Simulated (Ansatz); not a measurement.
Runs of Ansatz 0.2.0 on SnO. It takes space group P4/nmm (No. 129, tetragonal). The conventional cell has a = 3.814 Å, b = 3.814 Å, c = 4.887 Å, α = 90.00°, β = 90.00°, γ = 90.00°. Around Sn (site symmetry 4mm) lie 4 O at 2.23 Å. Around O (site symmetry -4m2) lie 4 Sn at 2.23 Å. The cell is a database's computed one.

| task | level | potentials or basis | k mesh | cutoff (eV) | smearing | points for each segment of the path | mesh quality | gap on the mesh (eV) | largest force (eV/Å) |
| --- | --- | --- | --- | --- | --- | --- | --- | --- | --- |
| phonons | LDA | Ansatz PAW | 6 × 6 × 5 | 420 | fixed | - | not flagged | 0.22 | - |
| band structure | PBE | Ansatz PAW polarizable | 7 × 7 × 6 | 420 | fermi-dirac 0.05 eV | 14 | not flagged | 0.37 | 0.37 |
| band structure | HSE06 | Ansatz PAW | 4 × 4 × 3 | 420 | fermi-dirac 0.05 eV | 4 | coarse | (a) | (b) |
| band structure | HF | Ansatz PAW | 4 × 4 × 3 | 420 | fermi-dirac 0.05 eV | 4 | coarse | 4.97 | 1.14 |

Alike in all rows: no spin polarisation; cell as given.

**Question.** Fill in the values left out.

**Answer.** (a) 0.52; (b) 0.26.

Caveats: some runs use coarse meshes; spin-orbit coupling is left out, which moves the levels of the heavy elements; the PAW data sets come from PBE, with cores solved anew for the run's functional, which leaves a small shift of forces and pressure (some runs); odd divisions of the mesh miss points on the zone boundary, where band edges often lie, so the gap on the mesh can be too wide (some runs); the gap is small at this level, which inflates the dielectric constant (some runs); the k mesh misses the band edges, so the gap on the mesh is wider than the one along the path (some runs); the potentials were made for another functional, which shifts forces and pressure (some runs).

A k mesh can miss the band edges, and the runs leave out spin-orbit coupling on Sn.

Not every run made on this cell is shown here.
